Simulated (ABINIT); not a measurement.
The system is W.

```xyz
1
Lattice="-1.5823 1.5823 1.5823 1.5823 -1.5823 1.5823 1.5823 1.5823 -1.5823" Properties=species:S:1:pos:R:3 pbc="T T T"
W     0.0000    0.0000    0.0000
```

Base run:

| Property | Result |
| --- | --- |
| Program | ABINIT 10.8.3 (patched build) |
| Functional | AM05 |
| Potentials or basis | JTH PAW PBE v2.0 |
| Cutoff | 435 eV |
| k mesh | 12 × 12 × 12 |
| Occupations | fermi-dirac, width 0.05 eV |
| Spin | no spin polarisation |

Its results: band gap on the k mesh none (metal or under the smearing width); pressure -4.9 GPa.

Problem. After a change of settings the same cell gave: band gap on the k mesh none (metal or under the smearing width); pressure -8.3 GPa. Which change was it?
A. functional from AM05 to HCTH407
B. functional from AM05 to revPBE; spin from no spin polarisation to spin-orbit coupling, no magnetisation
C. functional from AM05 to SCAN; cutoff from 435 eV to 517 eV; fine-grid cutoff from 870.764 eV to 1034.03 eV
D. functional from AM05 to PBEsol; k mesh from 12 × 12 × 12 to 16 × 16 × 16

Solution. A.

Caveats: the PAW data sets were made with another functional, which shifts forces and pressure a little; spin-orbit coupling is left out, which moves the levels of the heavy elements.
